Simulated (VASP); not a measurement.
**Ba in VASP: the effect of functional**

The system is Ba, a slab with vacuum.

```xyz
5
Lattice="4.5717 0.0000 0.0000 0.0000 6.4653 0.0000 0.0000 0.0000 24.1434" Properties=species:S:1:pos:R:3 pbc="T T T"
Ba    2.2858    3.2327    7.5000
Ba    0.0000    0.0000    9.7858
Ba    2.2858    3.2327   12.0717
Ba    0.0000    0.0000   14.3575
Ba    2.2858    3.2327   16.6434
```

Alike in all runs:

- Program: VASP 6.6.1
- Task: work function
- Cutoff: 520 eV
- k mesh: 5 × 3 × 1
- Occupations: fermi-dirac, width 0.05 eV
- Spin: no spin polarisation

```tsv
functional	potentials or basis	work function (eV)
LDA	VASP PAW LDA potentials, release 64 (Ba_sv)	2.54
PBE	VASP PAW PBE potentials, release 64 (Ba_sv)	2.37
PBEsol	VASP PAW PBE potentials, release 64 (Ba_sv)	2.40
RPBE	VASP PAW PBE potentials, release 64 (Ba_sv)	2.26
revPBE	VASP PAW PBE potentials, release 64 (Ba_sv)	2.27
BLYP	VASP PAW PBE potentials, release 64 (Ba_sv)	?
PW91	VASP PAW PBE potentials, release 64 (Ba_sv)	2.38
```

What does the run with functional BLYP give?

Work function 2.08 eV.
